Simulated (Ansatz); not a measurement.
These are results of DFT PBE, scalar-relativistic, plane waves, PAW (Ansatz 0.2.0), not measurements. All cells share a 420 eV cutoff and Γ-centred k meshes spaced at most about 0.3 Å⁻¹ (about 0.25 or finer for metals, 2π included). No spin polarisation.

All energies are static (0 K, no zero-point motion).

Compare these two cells of B3N, each relaxed at this level.

1.

```yaml
crystal:
  lattice:
    - [3.48495, 0.00000, 0.00000]
    - [0.00000, 4.45466, 0.00000]
    - [0.00000, 0.00000, 3.46112]
  atoms:
    - { symbol: B, position: [0.50000, 0.28796, 0.25000] }
    - { symbol: B, position: [0.00000, 0.30380, 0.75000] }
    - { symbol: B, position: [0.21358, 0.00000, 0.00000] }
    - { symbol: B, position: [0.78642, 0.00000, 0.50000] }
    - { symbol: B, position: [0.00000, 0.69620, 0.25000] }
    - { symbol: B, position: [0.50000, 0.71204, 0.75000] }
    - { symbol: N, position: [0.74509, 0.50000, 0.00000] }
    - { symbol: N, position: [0.25491, 0.50000, 0.50000] }
```

2.

```yaml
crystal:
  lattice:
    - [4.22212, 0.00000, 0.00000]
    - [-2.11106, 3.65646, 0.00000]
    - [0.00000, 0.00000, 4.62147]
  atoms:
    - { symbol: B, position: [0.13942, 0.27884, 0.15699] }
    - { symbol: B, position: [0.72116, 0.86058, 0.15699] }
    - { symbol: B, position: [0.13942, 0.86058, 0.15699] }
    - { symbol: B, position: [0.86058, 0.13942, 0.84301] }
    - { symbol: B, position: [0.86058, 0.72116, 0.84301] }
    - { symbol: B, position: [0.27884, 0.13942, 0.84301] }
    - { symbol: N, position: [0.33333, 0.66667, 0.24136] }
    - { symbol: N, position: [0.66667, 0.33333, 0.75864] }
```

Question: Which form is favoured at zero pressure, and by what margin per atom?

Answer: Cell 1 is lower, by 0.32 eV/atom. Cell 1 has space group P222_1 (No. 17), 6.7 Å³/atom and no gap on its mesh; cell 2 has space group P-3m1 (No. 164), 8.9 Å³/atom and no gap. Counting B atoms around N (those within 1.25 times the shortest such distance or 1.15 times the sum of covalent radii, 1.27 where that leaves under three), cell 1 has N 4 and cell 2 has N 3. Cell 1 holds B–B nets (shortest 1.77 Å); cell 2 holds B–B units of three or more atoms (shortest 1.77 Å). Origin: cell 1, invented, then shaken at random and relaxed again; cell 2, invented.

Weakly bound directions are ill-defined at this level, which has no dispersion term (P-3m1), and this can change margins and order among such cells. Cells relaxed within their symmetry can be saddle points.
